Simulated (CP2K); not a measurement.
# Au under changes of volume

One of the cells (16.855 Å³/atom); the others are scaled copies at fixed shape and fractional positions:

```
CELL_PARAMETERS angstrom
2.87792 0.00000 0.00000
1.43896 2.49236 0.00000
1.43896 0.83079 2.34982
ATOMIC_POSITIONS crystal
Au 0.00000 0.00000 0.00000
```

| Quantity | Value |
| --- | --- |
| Program | CP2K 2026.2 |
| Functional | PBE |
| Potentials or basis | POTENTIAL_UZH Au GTH-PBE-q11; TZVP-MOLOPT-PBE-GTH basis |
| Density cutoff | 8163 eV |
| k mesh | 11 × 11 × 11 |
| Occupations | fermi-dirac, width 0.05 eV |
| Spin | no spin polarisation |

```tsv
volume (Å³/atom)	energy over the lowest point (meV/atom)	pressure (GPa)
15.843	216.88	32.7
16.181	154.46	26.6
16.518	104.28	21.1
16.855	64.92	16.3
17.192	?	?
17.529	13.82	8.2
17.866	0.00	4.9
```

Problem. What does the run at 17.192 Å³/atom give?

Solution. Energy over the lowest point 35.13 meV/atom; pressure 12.0 GPa.

Worked out: A Birch-Murnaghan fit of order 3 (a polynomial in V^(-2/3)) to the other rows has no minimum within the range. It gives 35.12 meV/atom at 17.192 Å³/atom, against the run's 35.13, and -dE/dV = 12.1 GPa, against 12.0.

Energies are extrapolated to zero smearing.

Caveats: with these potentials and basis sets, volumes of gold and of layered tellurides can stand 1.5 % and more from those of plane-wave programs; the basis of atomic orbitals isn't converged, which shifts pressures, moduli and gaps.
